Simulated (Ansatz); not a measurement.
# Co: spin spirals, part 2 of 2

Is the ferromagnetic state of Co stable against spirals with wavevectors from Γ to K? Methods of the runs shown: LAPW. Companion runs by PAW are cited.

Ansatz 0.2.0; DFT LDA; a Materials Project cell.

### 4 Spiral at 0.833 of the way from Γ to K, LAPW

Input file input.yaml:

```yaml
crystal:
  lattice:
    - [2.4873648738, 0.0, 0.0]
    - [-1.2436824369, 2.1541211692, 0.0]
    - [0.0, 0.0, 4.0632895034]
  atoms:
    - { symbol: Co, position: [0.6666666667, 0.3333333333, 0.259861], spin: 1.6, spin_axis: [1.0, 0.0, 0.0] }
    - { symbol: Co, position: [0.3333333333, 0.6666666667, 0.740139], spin: 1.6, spin_axis: [1.0, 0.0, 0.0] }
magnetization:
  noncollinear: true
  spin_spiral: { q: [0.2777777778, 0.2777777778, 0.0] }
kpoints:
  mp_grid: { grid: [18, 18, 7], shift: [0.5, 0.5, 0.0] }
scf:
  occupations: { method: fermi_dirac, width: 0.08 }
  lower_state_search: "off"
hamiltonian:
  xc: lda
  pseudopotentials: { kind: all_electron, lapw: { basis_error: 0.001 } }
output:
  eigenvalues: false
```

The run is started by

```bash
> ansatz run input.yaml --threads 2 --pin off --max-ram 5120MiB --backend cpu --events-out ev --progress --plain --runs-dir out
```

Output:

```text
settings of this run that can trade accuracy for cost: output.eigenvalues: false. Do not mix this run's numbers with those of runs without the same settings; the input reference describes each key
LAPW: plane waves up to 9.283 Å⁻¹, error target 1.0e-3 eV per atom; small_component_spin mean_spin; Co in spheres of 1.211 Å, 17 of its electrons in bands, Dirac shells []
Engine: ansatz 0.2.0
Pseudopotentials: kind: all_electron
Pseudopotential: Co, LAPW, valence charge 17, Koelling and Harmon's equation, gaussian nucleus
Functional definition: SPW92
  exchange = slater_x
  correlation = pw_c
Crystal: 2 atoms, lattice volume = 21.771 Å³
Basis set: ecut = 328.30829913939755 eV, 307 PW (Γ), exchange–correlation at level 2
Bands: 42, of which v1, the nominal top of the filled ones, is band 34 counted from 1 (33 counted from 0)
Symmetry: 2 space group operations
k-points: 603 of 2268
Spin spiral: q = (0.2777777778, 0.2777777778, 0) of the reciprocal vectors; moments are told in the frame that turns with it, a site's in that at the site
Non-local potential: Co, projectors of the file, none
Initial density: superposition of atomic densities (chi_scale 0.1, normalization cell)
Starting moments: Σ|m| = 3.2 μB on 2 of 2 sites
Initial wavefunctions: plane waves of lowest kinetic energy (no species holds an atomic orbital)
Functional: x = slater, c = lda
iter 1 solved again at ethr=1.80e-4 eV; its pass at ethr=1.00e-1 eV (dr2=6.12e-2 eV) is discarded
SCF iter   1: F=—  HF=-75708.179690 eV  |F-HF|=—  |Δ(HF+E_count)|=         —  Δρ=3.30e-2  dr2=6.14e-2  dr2_m=5.51e-2  ethr=1.80e-4  |M|=2.26e0 ∫|m|=2.56e0 μB  β_m=0.30  ⟨swp⟩=3.0  Hψ=191028  notcnv=0
preconditioner: auto → none  [metal: Δε(μ)=0.001 eV  Ē_g=5.978 eV  σ=0.080 eV  W_gap=0.00  n_scr=8 (ndim 8)  ℏωp=33.8 eV  f_vac=0.000  D(μ)=4.02/eV (n_scr^D=66)]
SCF iter   2: F=—  HF=-75708.133480 eV  |F-HF|=—  |Δ(HF+E_count)|=   4.62e-2  Δρ=2.65e-2  dr2=8.39e-3  dr2_m=3.53e-2  ethr=1.80e-4  |M|=2.20e0 ∫|m|=2.50e0 μB  β_m=0.30  ⟨swp⟩=2.1  Hψ=77133  notcnv=0
SCF iter   3: F=—  HF=-75708.139579 eV  |F-HF|=—  |Δ(HF+E_count)|=   6.10e-3  Δρ=2.19e-2  dr2=2.61e-3  dr2_m=2.42e-2  ethr=2.47e-5  |M|=2.14e0 ∫|m|=2.44e0 μB  β_m=0.30  ⟨swp⟩=2.0  Hψ=74845  notcnv=0
SCF iter   4: F=—  HF=-75708.148572 eV  |F-HF|=—  |Δ(HF+E_count)|=   8.99e-3  Δρ=1.82e-2  dr2=5.65e-4  dr2_m=1.67e-2  ethr=7.68e-6  |M|=2.09e0 ∫|m|=2.39e0 μB  β_m=0.30  ⟨swp⟩=2.0  Hψ=74848  notcnv=0
iter 5 solved again at ethr=2.27e-8 eV; its pass at ethr=1.66e-6 eV (dr2=7.73e-6 eV) is discarded
SCF iter   5: F=—  HF=-75708.155086 eV  |F-HF|=—  |Δ(HF+E_count)|=   6.51e-3  Δρ=1.53e-2  dr2=7.74e-6  dr2_m=1.18e-2  ethr=2.27e-8  |M|=2.04e0 ∫|m|=2.34e0 μB  β_m=0.30  ⟨swp⟩=2.1  Hψ=128930  notcnv=0
SCF iter   6: F=—  HF=-75708.159779 eV  |F-HF|=—  |Δ(HF+E_count)|=   4.69e-3  Δρ=1.30e-2  dr2=2.43e-6  dr2_m=8.51e-3  ethr=2.27e-8  |M|=2.00e0 ∫|m|=2.30e0 μB  β_m=0.30  ⟨swp⟩=3.0  Hψ=87599  notcnv=0
SCF iter   7: F=—  HF=-75708.163196 eV  |F-HF|=—  |Δ(HF+E_count)|=   3.42e-3  Δρ=1.12e-2  dr2=6.78e-7  dr2_m=6.27e-3  ethr=7.15e-9  |M|=1.97e0 ∫|m|=2.26e0 μB  β_m=0.30  ⟨swp⟩=3.0  Hψ=87611  notcnv=0
SCF iter   8: F=—  HF=-75708.165755 eV  |F-HF|=—  |Δ(HF+E_count)|=   2.56e-3  Δρ=9.70e-3  dr2=5.40e-8  dr2_m=4.71e-3  ethr=1.99e-9  |M|=1.94e0 ∫|m|=2.23e0 μB  β_m=0.30  ⟨swp⟩=3.6  Hψ=88078  notcnv=0
SCF iter   9: F=—  HF=-75708.167718 eV  |F-HF|=—  |Δ(HF+E_count)|=   1.96e-3  Δρ=8.49e-3  dr2=4.22e-7  dr2_m=3.60e-3  ethr=1.59e-10  |M|=1.91e0 ∫|m|=2.20e0 μB  β_m=0.30  ⟨swp⟩=4.0  Hψ=106538  notcnv=0
Mixer restart at iter 9: flushing history
spin-set hold released at iteration 9 (site moments contracting): the magnetisation degrees of freedom join the quasi-Newton model from the next iteration; the mixer history was flushed
SCF iter  10: F=—  HF=-75708.169703 eV  |F-HF|=—  |Δ(HF+E_count)|=         —  Δρ=7.49e-3  dr2=8.80e-7  dr2_m=2.80e-3  ethr=1.59e-10  |M|=1.88e0 ∫|m|=2.17e0 μB  β_m=0.24  ⟨swp⟩=4.0  Hψ=104535  notcnv=0
the basis was enlarged: its passes take 1.9 MiB over the memory plan, 2 of 2 planned eigensolver slots
SCF iter  11: F=—  HF=-75708.173426 eV  |F-HF|=—  |Δ(HF+E_count)|=   3.72e-3  Δρ=4.52e-3  dr2=3.18e-7  dr2_m=1.02e-3  ethr=1.59e-10  |M|=1.80e0 ∫|m|=2.07e0 μB  β_m=0.47  ⟨swp⟩=4.1  Hψ=110113  notcnv=0
SCF iter  12: F=—  HF=-75708.176425 eV  |F-HF|=—  |Δ(HF+E_count)|=   3.00e-3  Δρ=5.68e-4  dr2=5.15e-7  dr2_m=2.16e-5  ethr=1.59e-10  |M|=1.64e0 ∫|m|=1.89e0 μB  β_m=0.73  ⟨swp⟩=4.6  Hψ=115505  notcnv=0
SCF iter  13: F=—  HF=-75708.176739 eV  |F-HF|=—  |Δ(HF+E_count)|=   3.14e-4  Δρ=2.70e-4  dr2=2.78e-6  dr2_m=5.23e-6  ethr=1.59e-10  |M|=1.60e0 ∫|m|=1.85e0 μB  β_m=0.87  ⟨swp⟩=4.0  Hψ=108687  notcnv=0
SCF iter  14: F=—  HF=-75708.177072 eV  |F-HF|=—  |Δ(HF+E_count)|=   3.33e-4  Δρ=5.78e-4  dr2=4.07e-5  dr2_m=8.03e-7  ethr=1.59e-10  |M|=1.59e0 ∫|m|=1.83e0 μB  β_m=0.57  ⟨swp⟩=4.0  Hψ=110112  notcnv=0  recentre
SCF iter  15: F=—  HF=-75708.176778 eV  |F-HF|=—  |Δ(HF+E_count)|=   2.94e-4  Δρ=5.24e-5  dr2=1.44e-8  dr2_m=2.07e-7  ethr=1.59e-10  |M|=1.59e0 ∫|m|=1.83e0 μB  β_m=0.78  ⟨swp⟩=4.0  Hψ=109949  notcnv=0
SCF iter  16: F=—  HF=-75708.176780 eV  |F-HF|=—  |Δ(HF+E_count)|=   1.31e-6  Δρ=1.70e-5  dr2=1.74e-7  dr2_m=7.22e-9  ethr=4.24e-11  |M|=1.59e0 ∫|m|=1.83e0 μB  β_m=0.69  ⟨swp⟩=3.0  Hψ=87645  notcnv=0
SCF iter  17: F=-75708.176779 eV  HF=-75708.176779 eV  |F-HF|=7.31e-8  |Δ(HF+E_count)|=   4.97e-8  Δρ=9.67e-6  dr2=6.96e-8  dr2_m=4.42e-10  ethr=4.24e-11  |M|=1.59e0 ∫|m|=1.83e0 μB  ⟨swp⟩=3.0  Hψ=87645  notcnv=0
SCF 1 converged in 17 iterations: F = -75708.176779 eV  dr2 = 6.96e-8
SCF converged after 17 iterations
Magnetization: |M| = 1.5860 μB,  M = (+1.5860, -0.0000, +0.0000) μB
Absolute magnetization: 1.8269 μB (∫|m|)
  site 0: m = (+0.8934, -0.0000, +0.0000) μB, |m| = 0.8934 μB  (R = 1.21 Å)
  site 1: m = (+0.8934, -0.0000, +0.0000) μB, |m| = 0.8934 μB  (R = 1.21 Å)
Free energy (F): -75708.176779 eV
Harris-Foulkes:  -75708.176779 eV  (|F-HF|=7.31e-8)
Internal energy: -75708.075985 eV  (E = F + TS)
E sigma→0 (E₀):  -75708.126382 eV
Entropy (-TS):   -0.100794 eV (-50.397 meV/atom)
Fermi energy:    18.566827 eV
--- Per-component energies (eV) ---
  E_band       = -484.204631
  E_kinetic    = 76791.020595
  E_xc         = -3118.555194
  E_electrostatic = -149380.541387  (all electrons and nuclei)
  E_smearing   = -0.100794  (= −TS)
  E_closure    = 0.000000  (closes the sum)
  E_atoms      = -75689.688605  (free atoms, spherical and without spin; not in F)
  Σ components = -75708.176779   (vs F -75708.176779, Δ=0.00e0)
  Basis errors (estimates in eV, not in F): energy 2.6e-4 per atom: plane waves 2.2e-4 (1.2e-4 summed), levels above the bands 3.7e-39, relativity 4.9e-9, radial functions 3.7e-5, core shells 1.9e-9; eigenvalues (radial functions only) 3.2e-7; not estimated: angular momenta, meshes, grids; target (lapw.basis_error) 1.0e-3; muffin-tin radii Co 1.211 Å
settings of this run that can trade accuracy for cost: output.eigenvalues: false. Do not mix this run's numbers with those of runs without the same settings; the input reference describes each key
```

Wall time 21 min (2 threads of Arm Neoverse V1, shared host); peak memory 3.2 GiB.

Read from it: moment of the cell in the turning frame 1.59 μB; moments (x, y, z) Co1 (0.89, 0.00, 0.00), Co2 (0.89, 0.00, 0.00) μB.

### 5 The series in one table

The PAW rows are taken from companion runs at the same settings.

Free energies are per magnetic atom (2 in the cell), from each method's spiral at q = 0. Moments are those in the frame that turns with the spiral.

| run | method | energy from the method's reference (meV/magnetic atom) | total moment (μB) | largest site moment (μB) | cycles | time |
| --- | --- | --- | --- | --- | --- | --- |
| 0 of Γ–K, q = (0.000, 0.000, 0.000) | LAPW | 0.0 | 3.16 | 1.62 | 9 | 3.4 min |
| 0.333 of Γ–K, q = (0.111, 0.111, 0.000) | LAPW | 59.2 | 2.80 | 1.47 | 13 | 15 min |
| 0.833 of Γ–K, q = (0.278, 0.278, 0.000) | LAPW | 153.2 | 1.59 | 0.89 | 17 | 21 min |
| 0 of Γ–K, q = (0.000, 0.000, 0.000) | PAW | 0.0 | 3.16 | 1.63 | 11 | 44 s |
| 0.167 of Γ–K, q = (0.056, 0.056, 0.000) | PAW | 17.1 | 3.07 | 1.59 | 12 | 2.1 min |
| 0.333 of Γ–K, q = (0.111, 0.111, 0.000) | PAW | 59.3 | 2.80 | 1.47 | 16 | 2.8 min |
| 0.5 of Γ–K, q = (0.167, 0.167, 0.000) | PAW | 107.7 | 2.40 | 1.28 | 13 | 2.4 min |
| 0.667 of Γ–K, q = (0.222, 0.222, 0.000) | PAW | 139.2 | 1.93 | 1.05 | 16 | 3.1 min |
| 0.833 of Γ–K, q = (0.278, 0.278, 0.000) | PAW | 153.3 | 1.59 | 0.88 | 18 | 3.7 min |
| 1 of Γ–K, q = (0.333, 0.333, 0.000) | PAW | 161.1 | 1.29 | 0.75 | 20 | 4.1 min |

### 6 Results

This closing draws on all 2 parts.

| quantity | value |
| --- | --- |
| lowest of the spirals run (LAPW) | 0 of Γ–K, +0.0 meV |
| energy at 0.833 of Γ–K (LAPW) | +153.2 meV |
| lowest of the spirals run (PAW) | 0 of Γ–K, +0.0 meV |
| energy at 1 of Γ–K (PAW) | +161.1 meV |

**Reading.** By LAPW the energy rises from q = 0 on, to +153.2 meV a magnetic atom at 0.833 of the way: along this line the ferromagnet is stable. The moment changes from 1.62 to 0.89 μB on the way, so a model of rigid moments is poor here. Other magnetic orders may lie lower; this is the state that the run reached. The k mesh (18×18×7) wasn't tested for convergence.
